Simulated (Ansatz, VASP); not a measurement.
## SiC3: VASP beside Ansatz

INCAR

```
SYSTEM = SiC3
ALGO = Normal ; EDIFF = 1E-7
EDIFFG = -0.04 ; ENCUT = 600
GGA = PE ; IBRION = 2
ISIF = 3 ; ISMEAR = 0
LASPH = .TRUE. ; LCHARG = .FALSE.
LREAL = .FALSE. ; LWAVE = .FALSE.
NELM = 80 ; NSW = 90
PREC = Accurate ; SIGMA = 0.1
```

File KPOINTS:

```
k-points
0
G
  6 6 6
  0 0 0
```

File POSCAR:

```
SiC3
1.0
    3.1853029501      0.0000000000      0.0000000000
    0.0000000000      3.1853029501      0.0000000000
    0.0000000000      0.0000000000      3.1853029501
Si C
1 3
Direct
    0.0000000000      0.0000000000      0.0000000000
    0.5000000000      0.0000000000      0.5000000000
    0.0000000000      0.5000000000      0.5000000000
    0.5000000000      0.5000000000      0.0000000000
```

Input for Ansatz:

```yaml
crystal:
  lattice:
    - [3.1853029501, 0.0, 0.0]
    - [0.0, 3.1853029501, 0.0]
    - [0.0, 0.0, 3.1853029501]
  atoms:
    - { symbol: Si, position: [0.0, 0.0, 0.0] }
    - { symbol: C, position: [0.5, 0.0, 0.5] }
    - { symbol: C, position: [0.0, 0.5, 0.5] }
    - { symbol: C, position: [0.5, 0.5, 0.0] }
basis:
  ecutwfc: 420
kpoints:
  mp_grid: { grid: [6, 6, 6] }
hamiltonian:
  xc: pbe
scf:
  occupations: { method: gaussian, width: 0.1 }
  lower_state_search: "off"
output:
  forces: true
  stress: true
  eigenvalues: true
relax:
  adjacent_minimum: "off"
  f_tol: 0.04
  max_steps: 70
  cell: { stress_tol: 0.4 }
```

Alike in both runs: task relaxation of cell and atoms; functional PBE; k mesh 6 × 6 × 6; occupations gaussian, width 0.1 eV; no spin polarisation.

```csv
,VASP,Ansatz
version,VASP 6.6.1,Ansatz 0.2.0
potentials or method,"VASP PAW PBE potentials, release 64 (Si, C)","scalar-relativistic, plane waves, PAW"
plane-wave cutoff (eV),600,420
valence electrons in the cell,16,16
```

VASP gave:

| Quantity | Value |
| --- | --- |
| gap on the k mesh at the Fermi level, each at its own relaxed structure (eV) | none |
| relaxed volume (Å³/atom) | 8.30 |
| relaxed cell length with the largest relative difference (Å) | 3.214 |
| energy change over the relaxation (meV/atom) | -3 |

Question: What did Ansatz give for the same quantities?

Answer: gap on the k mesh at the Fermi level, each at its own relaxed structure (eV): none; relaxed volume (Å³/atom): 8.29; relaxed cell length with the largest relative difference (Å): 3.212; energy change over the relaxation (meV/atom): -3.

A gap of «none» marks a metal or a gap that the smearing closes.
